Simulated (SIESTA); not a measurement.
LiCl:

```
CELL_PARAMETERS angstrom
0.00000 2.56477 2.56477
2.56477 0.00000 2.56477
2.56477 2.56477 0.00000
ATOMIC_POSITIONS crystal
Cl 0.50000 0.50000 0.50000
Li 0.00000 0.00000 0.00000
```

Base run:

```yaml
Program: SIESTA 5.4.2
Functional: PBEsol
Potentials_or_basis: PseudoDojo 0.4 standard (PBEsol files)
Basis: DZP (energy shift 0.003 Ry; two zetas on semicore shells)
Grid_cutoff: 800 Ry
Energy_shift: 0.003 Ry
k_mesh: 9 × 9 × 9
Occupations: fermi-dirac, width 0.05 eV
Spin: no spin polarisation
```

Its results: band gap on the k mesh 6.38 eV, direct; pressure -0.9 GPa.

The run is repeated on the same cell with these changes: functional from PBEsol to LDA; potentials or basis from PseudoDojo 0.4 standard (PBEsol files) to PseudoDojo 0.4 standard (LDA files). What comes out?

Band gap on the k mesh 6.24 eV, direct; pressure -2.9 GPa.

Caveats: the basis of atomic orbitals isn't converged, which shifts pressures, moduli and gaps.
